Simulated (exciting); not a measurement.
# Tl (Im-3m) in exciting: band structure with LDA

Aim: the band structure of Tl with LDA.

All numbers are computed with exciting (release sodium); they aren't measurements. Logs are shortened: lines on timing, memory, paths and dates and some standing lists are left out, and cuts for length are marked.

### 1 Starting point

Symmetry: Im-3m, No. 229, cubic system. Conventional cell: a = 3.912 Å, b = 3.912 Å, c = 3.912 Å, α = 90.00°, β = 90.00°, γ = 90.00°. Around Tl (site symmetry m-3m) lie 8 Tl at 3.39 Å.

This isn't the form of Tl at room conditions, which is hcp.

### 2 Band structure, LDA, spin-orbit coupling, no magnetisation

input.xml reads:

```xml
<input>
  <title>Tl</title>
  <structure speciespath="./" tshift="false">
    <crystal scale="1">
      <basevect>-3.696295179005 3.696295179005 3.696295179005</basevect>
      <basevect>3.696295179005 -3.696295179005 3.696295179005</basevect>
      <basevect>3.696295179005 3.696295179005 -3.696295179005</basevect>
    </crystal>
    <species speciesfile="Tl.xml" rmt="2.3">
      <atom coord="0.000000000000 0.000000000000 0.000000000000"/>
    </species>
  </structure>
  <groundstate do="fromscratch" ngridk="7 7 7" rgkmax="9" gmaxvr="14" lmaxapw="10" lmaxmat="10" lmaxvr="8" xctype="LDA_PW" stype="Gaussian" swidth="0.00367493" nempty="36" ValenceRelativity="iora*" epsengy="1e-05" epspot="1e-05" maxscl="60" outputlevel="high">
    <spin spinorb="true"/>
  </groundstate>
  <properties>
    <bandstructure>
      <plot1d>
        <path steps="80">
          <point coord="0 0 0" label="G"/>
          <point coord="0.5 -0.5 0.5" label="H"/>
          <point coord="0 0 0.5" label="N"/>
          <point coord="0 0 0" label="G"/>
          <point coord="0.25 0.25 0.25" label="P"/>
          <point coord="0.5 -0.5 0.5" label="H" breakafter="true"/>
          <point coord="0.25 0.25 0.25" label="P"/>
          <point coord="0 0 0.5" label="N"/>
        </path>
      </plot1d>
    </bandstructure>
  </properties>
</input>
```

Potentials or basis: all-electron LAPW+lo, shipped species files, valence relativity iora*.

Command:

```
$ OMP_NUM_THREADS=1 exciting_smp
```

INFO.OUT:

```text
================================================================================
EXCITING SODIUM started
[... 10 lines left out ...]

 Lattice vectors (cartesian) :
     -3.6962951790      3.6962951790      3.6962951790
      3.6962951790     -3.6962951790      3.6962951790
      3.6962951790      3.6962951790     -3.6962951790

 Reciprocal lattice vectors (cartesian) :
      0.0000000000      0.8499301331      0.8499301331
      0.8499301331      0.0000000000      0.8499301331
      0.8499301331      0.8499301331      0.0000000000

 Unit cell volume                           :     202.0039812246
 Brillouin zone volume                      :       1.2279471520

 Species :    1 (Tl)
     parameters loaded from                 :    Tl.xml
     name                                   :    thallium
     nuclear charge                         :     -81.00000000
     electronic charge                      :      81.00000000
     atomic mass                            :  372567.96410000
     muffin-tin radius                      :       2.30000000
     # of radial points in muffin-tin       :     450

     atomic positions (lattice) :
       1 :   0.00000000  0.00000000  0.00000000

 Total number of atoms per unit cell        :       1

 Spin treatment                             :    spin-polarised
 Spin-orbit coupling is included
 Global magnetic field (cartesian) :        0.00000000   0.00000000   0.00000000
 non-collinear magnetisation

 Number of Bravais lattice symmetries       :      48
 Number of crystal symmetries               :      48

 k-point grid                               :       7    7    7
 Total number of k-points                   :      20
 k-point set is reduced with crystal symmetries

 R^MT_min * |G+k|_max (rgkmax)              :       9.00000000
 Species with R^MT_min                      :       1 (Tl)
 Maximum |G+k| for APW functions            :       3.91304348
 Maximum |G| for potential and density      :      14.00000000
 Polynomial order for pseudochg. density    :       9

 G-vector grid sizes                        :      30    30    30
 Total number of G-vectors                  :    9405

 Maximum angular momentum used for
     APW functions                          :      10
     computing H and O matrix elements      :      10
     potential and density                  :       8
     inner part of muffin-tin               :       2

 Total nuclear charge                       :     -81.00000000
 Total electronic charge                    :      81.00000000
 Total core charge                          :      62.00000000
 Total valence charge                       :      19.00000000

 Effective Wigner radius, r_s               :       0.84125715

 Number of empty states                     :      36
 Total number of valence states             :      92

 Maximum Hamiltonian size                   :     231
 Maximum number of plane-waves              :     214
 Total number of local-orbitals             :      17

 Exchange-correlation type                  :       3
     Perdew-Wang, Phys. Rev. B 45, 13244 (1992)

 Smearing scheme                            :    Gaussian
 Smearing width                             :       0.00367493

 Using multisecant Broyden potential mixing
[... 6 lines left out ...]
* Groundstate module started                                                   *
********************************************************************************
 Output level for this task is set to high

++++++++++++++++++++++++++++++++++++++++++++++++++++++++++++++++++++++++++++++++
[... 5 lines left out ...]
+ SCF iteration number :    1                                                  +
++++++++++++++++++++++++++++++++++++++++++++++++++++++++++++++++++++++++++++++++
 Total energy                               :    -20267.34116075
 _______________________________________________________________
 Fermi energy                               :         0.24765914
 Kinetic energy                             :     23501.04342407
 Coulomb energy                             :    -43397.68769047
 Exchange energy                            :      -362.19278809
 Correlation energy                         :        -8.50410626
 No external B-field energy in total energy
 Sum of eigenvalues                         :    -12513.78326051
 Effective potential energy                 :    -36014.82668459
 Coulomb potential energy                   :    -35522.65798072
 xc potential energy                        :      -492.16870387
 xc effective B-field energy                :        -0.00000000
 External B-field energy                    :         0.00000000
 Hartree energy                             :      6463.49597621
 Electron-nuclear energy                    :    -48449.64993313
 Nuclear-nuclear energy                     :     -1411.53373355
 Madelung energy                            :    -25636.35870011
 Core-electron kinetic energy               :         0.00000000

 DOS at Fermi energy (states/Ha/cell)       :        20.05564115

 Electron charges :
     core                                   :        62.00000000
     core leakage                           :         0.00073208
     valence                                :        19.00000000
     interstitial                           :         2.68374881
     charge in muffin-tin spheres :
                  atom     1    Tl          :        78.31625119
     total charge in muffin-tins            :        78.31625119
     total charge                           :        81.00000000

 Moments :
     interstitial                 :     0.00000000    -0.00000000     0.00000000
     moment in muffin-tin spheres :
         atom     1    Tl         :    -0.00000000    -0.00000000     0.00000000
     total moment in muffin-tins  :    -0.00000000    -0.00000000     0.00000000
     total moment                 :    -0.00000000    -0.00000000     0.00000000

++++++++++++++++++++++++++++++++++++++++++++++++++++++++++++++++++++++++++++++++
+ SCF iteration number :    2                                                  +
++++++++++++++++++++++++++++++++++++++++++++++++++++++++++++++++++++++++++++++++
 Total energy                               :    -20273.17759225
 _______________________________________________________________
 Fermi energy                               :         0.24352943
 Kinetic energy                             :     23497.57566487
 Coulomb energy                             :    -43399.96638149
 Exchange energy                            :      -362.28088477
 Correlation energy                         :        -8.50599086
 No external B-field energy in total energy
 Sum of eigenvalues                         :    -12516.24758203
 Effective potential energy                 :    -36013.82324690
 Coulomb potential energy                   :    -35521.53511680
[... 451 lines left out ...]
 Fermi energy                               :         0.23343112
 Kinetic energy                             :     23494.55762051
 Coulomb energy                             :    -43401.32389949
 Exchange energy                            :      -362.33561406
 Correlation energy                         :        -8.50732832
 No external B-field energy in total energy
 Sum of eigenvalues                         :    -12518.52190078
 Effective potential energy                 :    -36013.07952129
 Coulomb potential energy                   :    -35520.71702194
 xc potential energy                        :      -492.36249935
 xc effective B-field energy                :        -0.00000000
 External B-field energy                    :         0.00000000
 Hartree energy                             :      6469.07314400
 Electron-nuclear energy                    :    -48458.86330994
 Nuclear-nuclear energy                     :     -1411.53373355
 Madelung energy                            :    -25640.96538852
 Core-electron kinetic energy               :         0.00000000

 DOS at Fermi energy (states/Ha/cell)       :        22.66054905

 Electron charges :
     core                                   :        62.00000000
     core leakage                           :         0.00071128
     valence                                :        19.00000000
     interstitial                           :         2.63001222
     charge in muffin-tin spheres :
                  atom     1    Tl          :        78.36998778
     total charge in muffin-tins            :        78.36998778
     total charge                           :        81.00000000

 Moments :
     interstitial                 :     0.00000000     0.00000000    -0.00000000
     moment in muffin-tin spheres :
         atom     1    Tl         :     0.00000000     0.00000000     0.00000000
     total moment in muffin-tins  :     0.00000000     0.00000000     0.00000000
     total moment                 :     0.00000000     0.00000000     0.00000000

 RMS change in effective potential (target) :  0.767858E-09  ( 0.100000E-04)
 Absolute change in total energy   (target) :  0.377017E-05  ( 0.100000E-04)
 Charge distance                   (target) :  0.130732E-08  ( 0.100000E-04)

++++++++++++++++++++++++++++++++++++++++++++++++++++++++++++++++++++++++++++++++
| Convergency criteria checked for the last 2 iterations                       +
| Convergence targets achieved. Performing final SCF iteration                 +
++++++++++++++++++++++++++++++++++++++++++++++++++++++++++++++++++++++++++++++++
 Total energy                               :    -20277.60922131
 _______________________________________________________________
 Fermi energy                               :         0.23343112
 Kinetic energy                             :     23494.55762060
 Coulomb energy                             :    -43401.32389953
 Exchange energy                            :      -362.33561406
 Correlation energy                         :        -8.50732832
 No external B-field energy in total energy
 Sum of eigenvalues                         :    -12518.52190085
 Effective potential energy                 :    -36013.07952145
 Coulomb potential energy                   :    -35520.71702210
 xc potential energy                        :      -492.36249935
 xc effective B-field energy                :        -0.00000000
 External B-field energy                    :         0.00000000
 Hartree energy                             :      6469.07314389
 Electron-nuclear energy                    :    -48458.86330987
 Nuclear-nuclear energy                     :     -1411.53373355
 Madelung energy                            :    -25640.96538848
 Core-electron kinetic energy               :         0.00000000

 DOS at Fermi energy (states/Ha/cell)       :        22.66055141

 Electron charges :
     core                                   :        62.00000000
     core leakage                           :         0.00071128
     valence                                :        19.00000000
     interstitial                           :         2.63001222
     charge in muffin-tin spheres :
                  atom     1    Tl          :        78.36998778
     total charge in muffin-tins            :        78.36998778
     total charge                           :        81.00000000

 Moments :
     interstitial                 :     0.00000000    -0.00000000    -0.00000000
     moment in muffin-tin spheres :
         atom     1    Tl         :    -0.00000000     0.00000000     0.00000000
     total moment in muffin-tins  :    -0.00000000     0.00000000     0.00000000
     total moment                 :    -0.00000000    -0.00000000     0.00000000

++++++++++++++++++++++++++++++++++++++++++++++++++++++++++++++++++++++++++++++++
[... 9 lines left out ...]
| EXCITING SODIUM stopped                                                      =
================================================================================
```

It took 70 s on 1 thread of Arm Neoverse V1, shared host; peak memory 0.13 GiB.

What came out:

| Item | Value |
| --- | --- |
| Band gap on the k mesh | none (metal or under the smearing width) |
| All electrons inside the program's atomic spheres | Tl 78.37 (radii Tl 2.3 bohr) |
| Density of states at the Fermi level | 0.83 states/eV per cell |

Levels at the corners of the path, in eV from the Fermi level:
```tsv
point	band 15	band 16	band 17	band 18	band 19	band 20	band 21	band 22
Γ	-10.63	-10.63	-9.94	-9.94	8.29	8.30	11.15	11.15
H	-10.26	-10.26	-2.10	-2.10	0.32	0.32	1.77	1.77
N	-10.36	-10.36	-5.25	-5.25	-2.73	-2.73	5.28	5.28
Γ	-10.63	-10.63	-9.94	-9.94	8.29	8.30	11.15	11.15
P	-10.59	-10.59	-4.53	-4.53	0.01	0.01	0.95	0.95
H	-10.26	-10.26	-2.10	-2.10	0.32	0.32	1.77	1.77
P	-10.59	-10.59	-4.53	-4.53	0.01	0.01	0.95	0.95
N	-10.36	-10.36	-5.25	-5.25	-2.73	-2.73	5.28	5.28
```

Caveat: total energies with spin-orbit coupling aren't reliable in this program, so none is listed and the log's shouldn't be used.
